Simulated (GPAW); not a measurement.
Runs of GPAW 26.7.0 on CdGeAs2. Symmetry: I-42d, No. 122, tetragonal system. Conventional cell: a = 5.978 Å, b = 5.978 Å, c = 11.329 Å, α = 90.00°, β = 90.00°, γ = 90.00°. Around Cd (site symmetry -4) lie 4 As at 2.65 Å. As (site symmetry 2) has 2 Ge at 2.45 Å and 2 Cd at 2.65 Å as nearest neighbours. Around Ge (site symmetry -4) lie 4 As at 2.45 Å. The cell is a database's computed one.

| task | level | potentials or basis | k mesh | cutoff (eV) | smearing | response ecut | eta | maxiter | response k mesh | domega0 | mesh quality | gap on the mesh (eV) | pressure (GPa) | largest force (eV/Å) |
| --- | --- | --- | --- | --- | --- | --- | --- | --- | --- | --- | --- | --- | --- | --- |
| optical spectrum | PBEsol | PAW data sets generated in the run's folder for this functional, pw | 5 × 5 × 5 | 400 | fermi-dirac 0.001 eV | 50 eV | 0.1 eV | 150 | 4 × 4 × 4 | 0.05 eV | coarse | 0.22 | - | - |
| optical spectrum | AM05 | PAW data sets generated in the run's folder for this functional, pw | 5 × 5 × 5 | 400 | fermi-dirac 0.001 eV | 50 eV | 0.1 eV | 150 | 4 × 4 × 4 | 0.05 eV | coarse | 0.22 | - | - |
| single point | PBE | GPAW PAW data sets (gpaw-data 1.2.1), pw | 6 × 6 × 6 | 600 | fermi-dirac 0.05 eV | - | - | 150 | - | - | not flagged | 0.19 | 2.2 | 0.20 |
| band structure | LDA | the program's PAW data sets (release 1.2.1) made for this functional, pw | 4 × 4 × 4 | 600 | fermi-dirac 0.05 eV | - | - | 150 | - | - | not flagged | 0.22 | -2.5 | 0.27 |
| optical spectrum | RPBE | the program's PAW data sets (release 1.2.1) made for this functional, pw | 5 × 5 × 5 | 400 | fermi-dirac 0.001 eV | 50 eV | 0.1 eV | 150 | 4 × 4 × 4 | 0.05 eV | coarse | 0.17 | - | - |
| optical spectrum | LDA | the program's PAW data sets (release 1.2.1) made for this functional, pw | 5 × 5 × 5 | 400 | fermi-dirac 0.001 eV | 50 eV | 0.1 eV | 150 | 4 × 4 × 4 | 0.05 eV | coarse | 0.22 | - | - |
| dielectric tensor | LDA | the program's PAW data sets (release 1.2.1) made for this functional, pw | 5 × 5 × 5 | 450 | fermi-dirac 0.001 eV | 80 eV | - | 150 | 6 × 6 × 6 | - | not flagged | 0.22 | - | - |
| single point | LDA | the program's PAW data sets (release 1.2.1) made for this functional, pw | 5 × 5 × 5 | 450 | fermi-dirac 0.05 eV | - | - | 120 | - | - | not flagged | 0.22 | -3.0 | (a) |
| band structure | PBEsol | PAW data sets generated in the run's folder for this functional, pw | 4 × 4 × 4 | 600 | fermi-dirac 0.05 eV | - | - | 150 | - | - | not flagged | 0.22 | (b) | (c) |
| band structure | PBE | GPAW PAW data sets (gpaw-data 1.2.1), pw | 4 × 4 × 4 | 600 | fermi-dirac 0.05 eV | - | - | 150 | - | - | not flagged | 0.22 | 2.2 | 0.20 |

Alike in all rows: no spin polarisation; cell as given.

Task: Fill in the values left out.

Result: (a) 0.28; (b) -0.7; (c) 0.23.

Caveats: the long-wavelength limit can be off by several per cent where d states take part (some runs); with so narrow a direct gap the onset needs a denser k mesh (some runs); the mesh misses the band edges, which the band path finds closer together (some runs); the dielectric constant isn't converged in the k mesh (some runs); the gap is small at this level, which inflates the dielectric constant (some runs); the cutoff is short for stress and forces, so pressures can be off by a GPa or more (some runs); an odd mesh through Γ misses points on the zone boundary, where band edges often lie (some runs).

A k mesh can miss the band edges, and the runs leave out spin-orbit coupling on As, Cd, Ge.

Not every run made on this cell is shown here.
